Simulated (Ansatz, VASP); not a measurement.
## One calculation of TiN, two programs

```
CELL_PARAMETERS angstrom
0.00000 2.12334 2.12334
2.12334 0.00000 2.12334
2.12334 2.12334 0.00000
ATOMIC_POSITIONS crystal
Ti 0.00000 0.00000 0.00000
N 0.50000 0.50000 0.50000
```

Alike in both runs: functional PBE; k mesh 18 × 18 × 18; occupations gaussian, width 0.1 eV; no spin polarisation.

Ansatz relaxed the structure, and its values are those at the end. VASP's run is a single point on that final structure, the one shown.

```csv
,VASP,Ansatz
version,VASP 6.6.1,Ansatz 0.2.0
potentials or method,"VASP PAW PBE potentials, release 64 (Ti_sv, N)","scalar-relativistic, plane waves, PAW"
plane-wave cutoff (eV),520,420
valence electrons in the cell,17,17
```

```csv
,VASP,Ansatz,Ansatz less VASP
gap on the k mesh at the Fermi level (eV),none,none,-
pressure (GPa),0.5,0.0,-0.50
```

A gap of «none» marks a metal or a gap that the smearing closes. With one functional, cell and mesh, what is left measures potentials, basis and numerics.
